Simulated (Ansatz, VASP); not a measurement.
## Two plane-wave programs on NaCl

```xyz
2
Lattice="0.0000 2.8100 2.8100 2.8100 0.0000 2.8100 2.8100 2.8100 0.0000" Properties=species:S:1:pos:R:3 pbc="T T T"
Na    0.0000    0.0000    0.0000
Cl    2.8100    2.8100    2.8100
```

Alike in both runs: functional PBE; k mesh 9 × 9 × 9; occupations fermi-dirac, width 0.02 eV; no spin polarisation.

Ansatz relaxed the structure, and its values are those at the end. VASP's run is a single point on that final structure, the one shown.

|  | VASP | Ansatz |
| --- | --- | --- |
| version | VASP 6.6.1 | Ansatz 0.2.0 |
| potentials or method | VASP PAW PBE potentials, release 64 (Na_pv, Cl) | plane-wave PAW, scalar-relativistic |
| plane-wave cutoff (eV) | 520 | 420 |
| valence electrons in the cell | 14 | 16 |

|  | VASP | Ansatz | Ansatz less VASP |
| --- | --- | --- | --- |
| gap on the k mesh at the Fermi level (eV) | 5.15 | 5.15 | 0.000 |
| pressure (GPa) | 1.0 | 1.0 | +0.03 |

The functional is the same, so the differences come from potentials, cutoffs and numerics. The two sets of potentials don't hold the same shells in valence. Ansatz warned: «stress_scf_threshold_loose».

Caveats: an odd mesh through Γ misses points on the zone boundary, where band edges often lie. PBE gaps usually lie below the measured ones, often by a third to a half.
